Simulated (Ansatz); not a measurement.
# WC

Method: PBE with spin–orbit coupling; two-component spinors; PAW, 420 eV, 14×14×12 k-mesh, Gaussian smearing of 0.05 eV; code Ansatz. The datasets are Ansatz's generated set soft_2.

```
W C
1.0
     2.92095    0.00000    0.00000
    -1.46048    2.52962    0.00000
     0.00000    0.00000    2.84662
W C
1 1
Cartesian
  0.0000 0.0000 0.0000
  1.4605 0.8432 1.4233
```

The chain of runs began from a measured cell (COD), expanded in volume.

The cell is relaxed to zero pressure at this level.

The cell has space group P-6m2 (read at 0.01 Å). In it the stress is 0.00, 0.00, 0.00, 0.00, 0.00, 0.00 GPa and the largest force component 0.000 eV/Å. Each change below starts from this cell, without further relaxation. Stress is in GPa, positive in compression, in the order xx, yy, zz, yz, xz, xy; energies are counted from the cell above and are free energies with the smearing's entropy, which match forces and stress in a metal.

Q: What happens when atom 1 (W) is moved by 0.05 Å along y?

A: The energy changes by 18.3 meV per cell, and the force on it along the shift is -0.728 eV/Å (−F/u = 14.57 eV/Å²). Stress: 2.02, -1.50, 0.48, 0.00, 0.00, 0.00.
```tsv
atom	Fx (eV/Å)	Fy	Fz
W1	0.000	-0.728	0.000
C2	0.000	0.728	0.000
```
In a harmonic crystal the energy would rise by −½F·u = ½ × 14.57 × 0.05² eV = 18.2 meV, which matches.

Q: A single strain component, atoms carried along, gave the stress -19.01, -6.29, -4.57, 0.00, 0.00, 0.00. Which component, and about how large?

A: An engineering strain of 3 % in xx; the energy changes by 38.8 meV per cell.

WC resists both the relative motion of its two sublattices and in-plane stretching strongly, as expected for a carbide held together by directional W 5d–C 2p bonds with metallic states alongside. Under the xx strain, the tensile response along the strained axis (-19.01 GPa) far exceeds the transverse ones, so the lattice strongly resists a change of shape as well as of volume.

The stress produced by shifting W follows from the trigonal-prismatic site, which has no inversion centre. Moving W along +y shortens its bonds to two of the carbon columns and lengthens those to the third, giving compression along x and tension along y. To first order these two parts must cancel; the small remainder and the zz stress are of higher order in the shift.

The same coupling means that the xx strain exerts a force between the sublattices along y. Letting them relax would therefore lower the elastic stiffness along x below the value implied here.
